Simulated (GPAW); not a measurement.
GaP:

```
Ga P
1.0
     0.00000    2.72525    2.72525
     2.72525    0.00000    2.72525
     2.72525    2.72525    0.00000
Ga P
1 1
Direct
  0.00000 0.00000 0.00000
  0.75000 0.75000 0.75000
```

Program: GPAW 26.7.0. Alike in all runs: cell as given; smearing fermi-dirac 0.05 eV.

Order these runs on this cell by their band gap on the k mesh, lowest first.
A. level revTPSS; potentials or basis GPAW PAW data sets (gpaw-data 1.2.1), pw; spin SOC, no magnetisation; k mesh 8 × 8 × 8; cutoff (eV) 600; maxiter 150; band path GXWKGLUWLK,UX; band points 100; spin axis theta (degrees) 90; spin axis phi (degrees) 45; mesh quality not flagged
B. level BHandHLYP; potentials or basis GPAW PAW data sets (gpaw-data 1.2.1), pw; spin off; k mesh 4 × 4 × 4; cutoff (eV) 450; maxiter 60; mesh quality coarse
C. level r2SCAN; potentials or basis GPAW PAW data sets (gpaw-data 1.2.1), pw; spin SOC, no magnetisation; k mesh 8 × 8 × 8; cutoff (eV) 600; maxiter 150; band path GXWKGLUWLK,UX; band points 80; spin axis theta (degrees) 0; spin axis phi (degrees) 0; mesh quality not flagged
D. level revPBE; potentials or basis the program's PAW data sets (release 1.2.1) made for this functional, pw; spin SOC, no magnetisation; k mesh 8 × 8 × 8; cutoff (eV) 600; maxiter 150; band path GXWKGLUWLK,UX; band points 60; spin axis theta (degrees) 90; spin axis phi (degrees) 0; mesh quality not flagged

A (1.55 eV), D (1.70 eV), C (1.91 eV), B (4.67 eV).

Caveats: some runs use coarse meshes; spin-orbit coupling was added after a scalar SCF, so levels and gaps hold it while energy, forces, pressure and moments don't (some runs); this program's spin-orbit splittings come out too wide for heavy elements (some runs); exact exchange converges slowly with the k mesh, and this mesh is small (some runs).

A k mesh can miss the band edges.

Runs at the PBE level aren't shown here.
